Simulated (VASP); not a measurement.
A run of VASP 6.6.1:

The input INCAR:

```
SYSTEM = MnO2
ALGO = Normal ; EDIFF = 1E-6
ENCUT = 520 ; GGA = PE
ISIF = 2 ; ISMEAR = -1
ISPIN = 2 ; LASPH = .TRUE.
LCHARG = .FALSE. ; LMAXMIX = 4
LORBIT = 11 ; LREAL = .FALSE.
LWAVE = .FALSE. ; MAGMOM = 5.5 0 0
NBANDS = 24 ; NELM = 150
PREC = Accurate ; SIGMA = 0.05
```

Contents of KPOINTS:

```
k-points
0
G
  11 11 6
  0 0 0
```

The input POSCAR:

```
MnO2
1.0
    2.8565781804      0.0000000000      0.0000000000
   -1.4282890902      2.4738692722      0.0000000000
    0.0000000000      0.0000000000      4.6013740589
Mn O
1 2
Direct
    0.0000000000      0.0000000000      0.5000000000
    0.3333333333      0.6666666667      0.7062925700
    0.6666666667      0.3333333333      0.2937074300
```

Potentials or basis: VASP PAW PBE potentials, release 64 (Mn_pv, O).

Launch:

```console
$ cat potpaw_PBE.64/Mn_pv/POTCAR potpaw_PBE.64/O/POTCAR > POTCAR
$ mpirun -np 1 vasp_std > vasp.out
```

Hardware: 1 thread of AMD EPYC 7R13 Processor (Zen 3), with other jobs on the host.

Estimate the wall time of this run.

It took 2.1 min on 1 thread of AMD EPYC 7R13 Processor (Zen 3), with other jobs on the host, peak memory 0.19 GiB. Counts: scf iterations 17, k points 84.
